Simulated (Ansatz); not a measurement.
**A strain series on CdSe (zincblende): uniaxial along [111], other directions held**

CdSe (zincblende), relaxed with r2SCAN in the plane-wave code Ansatz, then strained (uniaxial along [111], other directions held; changes of length per length, axes as in the cell below) with the atoms relaxed again within the symmetry that is left. The symmetry is F-43m (No. 216, cubic); conventional cell a = 6.136 Å, 28.87 Å³ an atom. Cd has 4 Se at 2.66 Å; Se has 4 Cd at 2.66 Å. The values are computed, spin-unpolarised, and not measurements.

```yaml
crystal:
  lattice:
    - [0.00000, 3.06778, 3.06778]
    - [3.06778, 0.00000, 3.06778]
    - [3.06778, 3.06778, 0.00000]
  atoms:
    - { symbol: Cd, position: [0.00000, 0.00000, 0.00000] }
    - { symbol: Se, position: [0.25000, 0.25000, 0.25000] }
```

Gaps are the least over each mesh (PBE 8×8×8, r2SCAN 8×8×8, HSE06 6×6×6 when unstrained) and the special points, which keep their unstrained names; stress is the change from the unstrained cell, compression positive.

```
strain (%)  gap, PBE (eV)  gap, r2SCAN (eV)  gap, HSE06 (eV)  edges, HSE06  stress along the strain, r2SCAN (GPa)  energy rise, r2SCAN (meV/atom)
     -0.58          0.551             1.033            1.480             Γ                                  +0.47                             0.2
       0.0          0.555             1.037            1.483             Γ                                   0.00                             0.0
      +4.0          0.412             0.878            1.313             Γ                                  -3.12                            11.8
     +4.01          0.411             0.878            1.313             Γ                                  -3.13                            11.8
     +5.11          0.373             0.833            1.264             Γ                                  -3.92                            18.9
```

Between zero and the nearest strains the slope of the HSE06 gap against strain is +0.006 eV per percent for negative and -0.043 for positive strain; it falls either way, as happens when edge states split or other valleys take over.

The runs are scalar-relativistic, without spin-orbit coupling.

The meshes of the hybrids are coarse, so their gaps aren't converged to the digits shown.
